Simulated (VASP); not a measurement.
Here is a VASP 6.6.1 calculation.

Contents of INCAR:

```
PREC = Accurate
ENCUT = 600
EDIFF = 1E-7
ISMEAR = 1
SIGMA = 0.1
LREAL = F
LASPH = T
NELM = 80
ALGO = Fast
ISIF = 4
LWAVE = F
LCHARG = F
GGA = PS
IBRION = 2
NSW = 40
EDIFFG = -0.01
```

The input KPOINTS:

```
regular mesh
0
Gamma
  18 18 8
```

POSCAR

```
Si                                      
1.0
    2.6153612544      0.0000000000      0.0000000000
   -1.3076806272      2.2649692864      0.0000000000
    0.0000000000      0.0000000000      4.4300856826
  Si            
     2
Direct
     0.3333333300000021    0.6666666699999979    0.2500000000000000
     0.6666666699999979    0.3333333300000021    0.7500000000000000
```

Potentials or basis: VASP PAW PBE potentials, release 64 (Si).

Run with:

```console
$ cat potpaw_PBE.64/Si/POTCAR > POTCAR
$ mpirun -np 1 vasp_std > vasp.out
```

Problem. Predict the energy gained by relaxing.

Solution. 0.0 meV/atom.

Problem. Estimate the band gap on the k mesh.

Solution. None (metal or under the smearing width).

Final structure:
```yaml
crystal:
  lattice:
    - [2.61459, 0.00000, 0.00000]
    - [-1.30730, 2.26430, 0.00000]
    - [0.00000, 0.00000, 4.43269]
  atoms:
    - { symbol: Si, position: [0.33333, 0.66667, 0.25000] }
    - { symbol: Si, position: [0.66667, 0.33333, 0.75000] }
```
